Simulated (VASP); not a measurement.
# TaN (Fm-3m) in VASP: settings compared

One crystal, TaN, is run at these levels: PBE, r2SCAN; tasks: single point, relaxation of cell and atoms.

All numbers are computed with VASP 6.6.1; they aren't measurements. Logs are shortened: lines on timing, memory, paths and dates and some standing lists are left out, and cuts for length are marked.

### Step 1. The structure

The structure is cubic, space group Fm-3m (No. 225). The conventional cell has a = 4.423 Å, b = 4.423 Å, c = 4.423 Å, α = 90.00°, β = 90.00°, γ = 90.00°. Around Ta (site symmetry m-3m) lie 6 N at 2.21 Å. N (site symmetry m-3m) is surrounded by 6 Ta at 2.21 Å.

The cell comes from a database or a generator and needn't be the stable form of this composition.

### Step 2. Single point, PBE

Contents of INCAR:

```
SYSTEM = TaN
  PREC = Accurate
  ENCUT = 520
  EDIFF = 1E-7
  ISMEAR = 0
  SIGMA = 0.05
  LREAL = Auto
  LASPH = .TRUE.
  NELM = 100
  ALGO = Normal
  ISIF = 2
  LWAVE = .FALSE.
  LCHARG = .FALSE.
  GGA = PE
  ADDGRID = .FALSE.
```

Contents of KPOINTS:

```
Automatic mesh
0
G
  11 11 11
  0 0 0
```

Contents of POSCAR:

```
TaN
1.0
    0.0000000000      2.2113230000      2.2113230000
    2.2113230000      0.0000000000      2.2113230000
    2.2113230000      2.2113230000      0.0000000000
Ta N
1 1
Direct
    0.5000000000      0.5000000000      0.5000000000
    0.0000000000      0.0000000000      0.0000000000
```

Potentials or basis: VASP PAW PBE potentials, release 64 (Ta_pv, N).

Command:

```
cat potpaw_PBE.64/Ta_pv/POTCAR potpaw_PBE.64/N/POTCAR > POTCAR
mpirun -np 1 vasp_std > vasp.out
```

OUTCAR:

```text
SYSTEM = TaN
   PREC = Accurate
   ENCUT = 520
   EDIFF = 1E-7
   ISMEAR = 0
   LREAL = Auto
   LASPH = .TRUE.
   NELM = 100
   ISIF = 2
   GGA = PE

 Found     56 irreducible k-points:

 Following reciprocal coordinates:
            Coordinates               Weight
  0.000000  0.000000  0.000000      1.000000
  0.090909  0.000000  0.000000      8.000000
  0.181818  0.000000  0.000000      8.000000
  0.272727  0.000000  0.000000      8.000000
  0.363636  0.000000  0.000000      8.000000
  0.454545  0.000000  0.000000      8.000000
   k-points           NKPTS =     56   k-points in BZ     NKDIM =     56   number of bands    NBANDS=     12
   number of dos      NEDOS =    301   number of ions     NIONS =      2
   total plane-waves  NPLWV =  13824
   dimension x,y,z NGX =    24 NGY =   24 NGZ =   24
   dimension x,y,z NGXF=    48 NGYF=   48 NGZF=   48
   ions per type =               1   1
   NGX,Y,Z   is equivalent  to a cutoff of  12.76, 12.76, 12.76 a.u.
   NGXF,Y,Z  is equivalent  to a cutoff of  25.52, 25.52, 25.52 a.u.
 SYSTEM =  TaN
   PREC   = accura    normal or accurate (medium, high low for compatibility)
   ISTART =      0    job   : 0-new  1-cont  2-samecut
   ICHARG =      2    charge: 1-file 2-atom 10-const
   ISPIN  =      1    spin polarized calculation?
   LNONCOLLINEAR =      F non collinear calculations
   LSORBIT =      F    spin-orbit coupling
   LASPH  =      T    aspherical Exc in radial PAW
   ENCUT  =  520.0 eV  38.22 Ry    6.18 a.u.   5.81  5.81  5.81*2*pi/ulx,y,z
   NELM   =    100;   NELMIN=  2; NELMDL= -5     # of ELM steps
   EDIFF  = 0.1E-06   stopping-criterion for ELM
   LREAL  =      T    real-space projection
   EDIFFG = 0.1E-05   stopping-criterion for IOM
   NSW    =      0    number of steps for IOM
   IBRION =     -1    ionic relax: 0-MD 1-quasi-New 2-CG
   NFREE  =      0    steps in history (QN), initial steepest desc. (CG)
   ISIF   =      2    stress and relaxation
   ISYM   =      2    0-nonsym 1-usesym 2-fastsym
   POTIM  = 0.5000    time-step for ionic-motion
   TEBEG  =    0.0;   TEEND  =   0.0 temperature during run
   PSTRESS=    0.0 pullay stress
   NELECT =      16.0000    total number of electrons
   NUPDOWN=      -1.0000    fix difference up-down
   EMIN   =  10.00;   EMAX   =-10.00  energy-range for DOS
   EFERMI =   0.00;   METHOD = LEGACY
   ISMEAR =     0;   SIGMA  =   0.05  broadening in eV -4-tet -1-fermi 0-gaus
   EFERMI_NEDOS =   21; number of points for ismear=-14 and -15
   IALGO  =     38    algorithm
   IMIX   =      4    mixing-type and parameters
     AMIX     =   0.40;   BMIX     =  1.00
     AMIX_MAG =   1.60;   BMIX_MAG =  1.00
  volume/ion in A,a.u.               =      10.81        72.97
  Fermi-wavevector in a.u.,A,eV,Ry     =   1.480651  2.798024 29.828417  2.192327
  Thomas-Fermi vector in A             =   2.594659
   LORBIT       =      0    0 simple, 1 ext, 2 COOP (PROOUT), +10 PAW based schemes
   GGA     = PE    functional components
   LHFCALC =     F    Hartree Fock is set to
   AEXX    =    0.0000 exact exchange contribution
   IVDW    =     0    specifies the selected vdW correction
   LEPSILON=     F    determine dielectric tensor
   LRPA    =     F    only Hartree local field effects (RPA)
 non-spin polarized calculation
 Gauss-broadening in eV      SIGMA  =   0.05
  energy-cutoff  :      520.00
  volume of cell :       21.63
 maximum number of plane-waves:       595
   NGX = 11   NGY = 11   NGZ = 11

 number of electron      16.0000003 magnetization

 Free energy of the ion-electron system (eV)
  ---------------------------------------------------
  ext. energy  EPLUGINS =         0.00000000
  ---------------------------------------------------
  free energy    TOTEN  =       -21.82227329 eV

  energy without entropy =      -21.82208256  energy(sigma->0) =      -21.82217792

 E-fermi :   9.4119     XC(G=0): -13.3442

 val. band max:        9.3051332623   @ k =  -0.3636   0.2727   0.0909
 cond. band min:       9.4139512413   @ k =   0.0000   0.0000   0.0000
 fundamental gap:      0.1088179790
 Fermi energy:         9.4119343200

 k-point     1 :       0.0000    0.0000    0.0000
  band No.  band energies     occupation
      1     -26.4578      2.00000
      2     -26.4578      2.00000
      3     -26.4578      2.00000
      4      -9.3672      2.00000
      5       5.5793      2.00000
      6       5.5793      2.00000
      7       5.5793      2.00000
      8       7.2947      2.00000
      9       7.2947      2.00000
     10       7.2947      2.00000
     11       9.4140      0.95451
     12       9.4140      0.95448

 k-point     2 :       0.0909    0.0000    0.0000
  band No.  band energies     occupation
      1     -26.5258      2.00000
      2     -26.4641      2.00000
      3     -26.4641      2.00000
      4      -9.1751      2.00000
      5       4.6371      2.00000
      6       4.9531      2.00000
      7       4.9531      2.00000
      8       7.5923      2.00000
      9       7.5923      2.00000
     10       7.6632      2.00000
     11      10.1729      0.00000
     12      10.1729      0.00000

 k-point     3 :       0.1818    0.0000    0.0000
  band No.  band energies     occupation
      1     -26.7039      2.00000
      2     -26.4809      2.00000
      3     -26.4809      2.00000
      4      -8.6413      2.00000
      5       3.0043      2.00000
      6       3.8877      2.00000
      7       3.8877      2.00000
      8       8.1336      2.00000
      9       8.2696      2.00000
     10       8.2696      2.00000
     11      11.7986      0.00000
     12      11.7986      0.00000

 k-point     4 :       0.2727    0.0000    0.0000
  band No.  band energies     occupation
      1     -26.9282      2.00000
      2     -26.5028      2.00000
      3     -26.5028      2.00000
      4      -7.8848      2.00000
      5       1.3922      2.00000
      6       2.9495      2.00000
      7       2.9495      2.00000
      8       8.7839      2.00000
      9       9.2324      2.00000
     10       9.2324      2.00000
     11      13.6373      0.00000
     12      13.6373      0.00000

 k-point     5 :       0.3636    0.0000    0.0000
  band No.  band energies     occupation
      1     -27.1262      2.00000
      2     -26.5228      2.00000
      3     -26.5228      2.00000
      4      -7.0889      2.00000
      5       0.0520      2.00000
      6       2.2846      2.00000
      7       2.2846      2.00000
      8       9.7805      0.00000
      9      10.3037      0.00000
     10      10.3037      0.00000
     11      14.2100      0.00000
     12      15.3406      0.00000

 k-point     6 :       0.4545    0.0000    0.0000
  band No.  band energies     occupation
      1     -27.2405      2.00000
      2     -26.5346      2.00000
      3     -26.5346      2.00000
      4      -6.5291      2.00000
      5      -0.7665      2.00000
      6       1.9432      2.00000
      7       1.9432      2.00000
      8      10.9872      0.00000
      9      11.0867      0.00000
     10      11.0867      0.00000
     11      13.4083      0.00000
     12      16.5221      0.00000

 [... further k-points ...]

------------------------ aborting loop because EDIFF is reached ----------------------------------------

  FORCE on cell =-STRESS in cart. coord.  units (eV):
  Direction    XX          YY          ZZ          XY          YZ          ZX
  --------------------------------------------------------------------------------------
  -------------------------------------------------------------------------------------
  Total       -0.0601125     -0.0601125     -0.0601125     -0.0000000     -0.0000000     -0.0000000
  in kB       -4.4533728     -4.4533728     -4.4533728     -0.0000000     -0.0000000     -0.0000000
  external PRESSURE =      -4.4533728 kB  Pullay stress =       0.0000000 kB

 VOLUME and BASIS-vectors are now :
 -----------------------------------------------------------------------------
  energy-cutoff  :      520.00
  volume of cell :       21.63
      direct lattice vectors                 reciprocal lattice vectors
     0.000000000  2.211323000  2.211323000    -0.226108985  0.226108985  0.226108985
     2.211323000  0.000000000  2.211323000     0.226108985 -0.226108985  0.226108985
     2.211323000  2.211323000  0.000000000     0.226108985  0.226108985 -0.226108985

 POSITION                                       TOTAL-FORCE (eV/Angst)
 -----------------------------------------------------------------------------------
      2.21132      2.21132      2.21132        -0.000000      0.000000     -0.000000
      0.00000      0.00000      0.00000         0.000000     -0.000000      0.000000
 -----------------------------------------------------------------------------------
    total drift:                                0.000000     -0.000000     -0.000000

  FREE ENERGIE OF THE ION-ELECTRON SYSTEM (eV)
  ---------------------------------------------------
  free  energy   TOTEN  =       -21.8222732887 eV

  energy  without entropy=      -21.8220825558  energy(sigma->0) =      -21.82217792
```

Wall time 20 s (1 thread of Intel Xeon Platinum 8488C (Sapphire Rapids), shared host); peak memory 0.14 GiB.

The run converged, but some of its settings lie outside the range that counts as converged, so its numbers aren't taken as properties of the crystal.

Results:

```
Free energy            : -21.8223 eV
Pressure               : -0.4 GPa
Band gap on the k mesh : none (metal or under the smearing width)
```

### Step 3. Single point, PBE

INCAR, as its differences from that of step 2:

```diff
@@ -3,6 +3,6 @@
   ENCUT = 520
-  EDIFF = 1E-7
+  EDIFF = 1E-5
   ISMEAR = 0
   SIGMA = 0.05
-  LREAL = Auto
+  LREAL = .FALSE.
   LASPH = .TRUE.
```

KPOINTS is that of step 2.

POSCAR is that of step 2.

Potentials or basis: VASP PAW PBE potentials, release 64 (Ta_pv, N).

Command:

```
cat potpaw_PBE.64/Ta_pv/POTCAR potpaw_PBE.64/N/POTCAR > POTCAR
mpirun -np 1 vasp_std > vasp.out
```

It took 7.2 s on 1 thread of Intel Xeon Platinum 8488C (Sapphire Rapids), shared host; peak memory 0.14 GiB.

The run converged, but some of its settings lie outside the range that counts as converged, so its numbers aren't taken as properties of the crystal.

Results:

* Free energy: -21.8218 eV
* Pressure: -0.5 GPa
* Band gap on the k mesh: none (metal or under the smearing width)

### Step 4. Single point, PBE

INCAR, as its differences from that of step 3:

```diff
@@ -2,4 +2,4 @@
   PREC = Accurate
-  ENCUT = 520
-  EDIFF = 1E-5
+  ENCUT = 460
+  EDIFF = 1E-7
   ISMEAR = 0
```

Contents of KPOINTS:

```
Automatic mesh
0
G
  13 13 13
  0 0 0
```

POSCAR is that of step 3.

Potentials or basis: VASP PAW PBE potentials, release 64 (Ta_pv, N).

Command:

```
cat potpaw_PBE.64/Ta_pv/POTCAR potpaw_PBE.64/N/POTCAR > POTCAR
mpirun -np 1 vasp_std > vasp.out
```

OUTCAR:

```text
SYSTEM = TaN
   PREC = Accurate
   ENCUT = 460
   EDIFF = 1E-7
   ISMEAR = 0
   LREAL = .FALSE.
   LASPH = .TRUE.
   NELM = 100
   ISIF = 2
   GGA = PE

 Found     84 irreducible k-points:

 Following reciprocal coordinates:
            Coordinates               Weight
  0.000000  0.000000  0.000000      1.000000
  0.076923  0.000000  0.000000      8.000000
  0.153846  0.000000  0.000000      8.000000
  0.230769  0.000000  0.000000      8.000000
  0.307692  0.000000  0.000000      8.000000
  0.384615  0.000000  0.000000      8.000000
   k-points           NKPTS =     84   k-points in BZ     NKDIM =     84   number of bands    NBANDS=     12
[... 170 lines left out ...]
  --------------------------------------------------------------------------------------
  -------------------------------------------------------------------------------------
  Total       -0.1466244     -0.1466244     -0.1466244     -0.0000000      0.0000000      0.0000000
  in kB      -10.8625139    -10.8625139    -10.8625139     -0.0000000      0.0000000      0.0000000
  external PRESSURE =     -10.8625139 kB  Pullay stress =       0.0000000 kB

 VOLUME and BASIS-vectors are now :
 -----------------------------------------------------------------------------
  energy-cutoff  :      460.00
  volume of cell :       21.63
      direct lattice vectors                 reciprocal lattice vectors
     0.000000000  2.211323000  2.211323000    -0.226108985  0.226108985  0.226108985
     2.211323000  0.000000000  2.211323000     0.226108985 -0.226108985  0.226108985
     2.211323000  2.211323000  0.000000000     0.226108985  0.226108985 -0.226108985

 POSITION                                       TOTAL-FORCE (eV/Angst)
 -----------------------------------------------------------------------------------
      2.21132      2.21132      2.21132        -0.000000     -0.000000      0.000000
      0.00000      0.00000      0.00000         0.000000      0.000000     -0.000000
 -----------------------------------------------------------------------------------
    total drift:                                0.000000     -0.000000     -0.000000

  FREE ENERGIE OF THE ION-ELECTRON SYSTEM (eV)
  ---------------------------------------------------
  free  energy   TOTEN  =       -21.8365012106 eV

  energy  without entropy=      -21.8357286620  energy(sigma->0) =      -21.83611494
```

Run time: 11 s. Hardware: 1 thread of Intel Xeon Platinum 8488C (Sapphire Rapids), shared host; peak memory 0.15 GiB.

The run converged, but some of its settings lie outside the range that counts as converged, so its numbers aren't taken as properties of the crystal.

What came out:

```
Free energy : -21.8365 eV
Pressure    : -1.1 GPa
```

Caveat: the cutoff is under 1.25 times the usual one of these potentials, so pressure, stress and relaxed cells hold a basis-set (Pulay) error; the bands computed are all filled at some k points, so no gap is given.

### Step 5. Relaxation of cell and atoms, r2SCAN

Contents of INCAR:

```
  PREC = Accurate
  ENCUT = 600
  EDIFF = 1E-7
  ISMEAR = -1
  SIGMA = 0.05
  LREAL = F
  LASPH = T
  NELM = 60
  ALGO = Normal
  ISIF = 3
  LWAVE = F
  LCHARG = F
  METAGGA = R2SCAN
  LMIXTAU = T
  IBRION = 2
  NSW = 60
  EDIFFG = -0.01
```

Contents of KPOINTS:

```
regular mesh
0
Gamma
  8 8 8
```

POSCAR is that of step 4.

Command:

```
cat potpaw_PBE.64/Ta_pv/POTCAR potpaw_PBE.64/N/POTCAR > POTCAR
mpirun -np 1 vasp_std > vasp.out
```

Run time: 2 min. Hardware: 1 thread of Intel Xeon Platinum 8488C (Sapphire Rapids), shared host; peak memory 0.18 GiB.

Results (log left out):

```yaml
Free_energy: -59.6053 eV
Relaxed_volume: 10.69 Å³/atom
Relaxed_cell: a = 3.115 Å, b = 3.115 Å, c = 3.115 Å, α = 60.00°, β = 60.00°, γ = 60.00°
Space_group_after_relaxing_to_0.05_Å: Fm-3m (No. 225)
Energy_gained_by_relaxing: 1.6 meV/atom
Ionic_steps: 3
Pressure_after_relaxing: 0.0 GPa
Band_gap_on_the_k_mesh: none (metal or under the smearing width)
```

Step by step:
```
step  energy change (eV)  largest force (eV/Å)  pressure (GPa)  volume (Å³)
   1              0.0000                0.0000           -4.00        21.63
   2              0.0149                0.0000           10.24        20.79
   3             -0.0032                0.0000           -0.04        21.38
```

Final structure:
```
Ta N
1.0
     0.00000    2.20274    2.20274
     2.20274    0.00000    2.20274
     2.20274    2.20274    0.00000
Ta N
1 1
Direct
  0.50000 0.50000 0.50000
  0.00000 0.00000 0.00000
```

Levels at points of the mesh, in eV from the Fermi level:
```csv
k point,band 4,band 5,band 6,band 7,band 8,band 9,band 10,band 11,band 12
"(0.00, 0.00, 0.00)",-20.03,-4.19,-4.19,-4.19,-2.21,-2.21,-2.21,0.07,0.07
"(0.50, 0.00, 0.00)",-17.05,-10.85,-8.02,-8.02,1.85,1.85,2.00,4.02,7.71
"(0.50, 0.50, 0.00)",-18.81,-7.13,-5.64,-5.05,-5.05,2.14,3.46,3.46,4.60
```

Caveat: the PAW data sets were made with another functional, which shifts forces and pressure a little. The run has no spin-orbit coupling, so splittings on Ta are missing.

### Step 6. The reference run

An earlier run on the cell as given: functional PBE; potentials or basis VASP PAW PBE potentials, release 64 (Ta_pv, N); cutoff 520 eV; k mesh 10 × 10 × 10; occupations fermi-dirac, width 0.05 eV; no spin polarisation.

- Pressure: -0.6 GPa
- Band gap on the k mesh: none (metal or under the smearing width)
